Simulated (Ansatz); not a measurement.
Here is an Ansatz 0.2.0 calculation.

input.yaml

```yaml
crystal:
  lattice:
    - [2.8154890579, 0.0, 0.0]
    - [-0.0129553469, 2.8201795887, 0.0]
    - [-1.1378916452, -1.1854109603, 4.9240140333]
  atoms:
    - { symbol: Au, position: [0.672862, 0.665962, 0.274055] }
    - { symbol: Au, position: [0.327138, 0.334038, 0.725945] }
hamiltonian:
  xc: pbesol
  pseudopotentials: { kind: paw }
kpoints:
  mp_grid: { grid: [8, 8, 6] }
scf:
  occupations: { method: fermi_dirac, width: 0.05 }
output:
  forces: true
  stress: true
elastic:
  mode: clamped_ion
  stencil: two_point
```

Potentials or basis: Ansatz PAW.

The run is started by

```sh
$ ansatz run input.yaml --threads 2 --pin off --max-ram 5632MiB --backend cpu --events-out ev --progress --plain --runs-dir out
```

Q: Estimate the largest force.

A: 0.142 eV/Å.

Q: Predict the band gap on the k mesh.

A: None (metal or under the smearing width).

Q: What does it give for the pressure?

A: -8.2 GPa.

Forces in eV/Å, atoms in the order of the input:
```
Au   0.032  0.028  0.135
Au  -0.032 -0.028 -0.135
```

Caveat: the cell is more than 3 GPa from zero pressure, which shifts response properties; the PAW data sets come from PBE, with cores solved anew for the run's functional, which leaves a small shift of forces and pressure. Spin-orbit coupling is left out, which matters for the levels of Au.
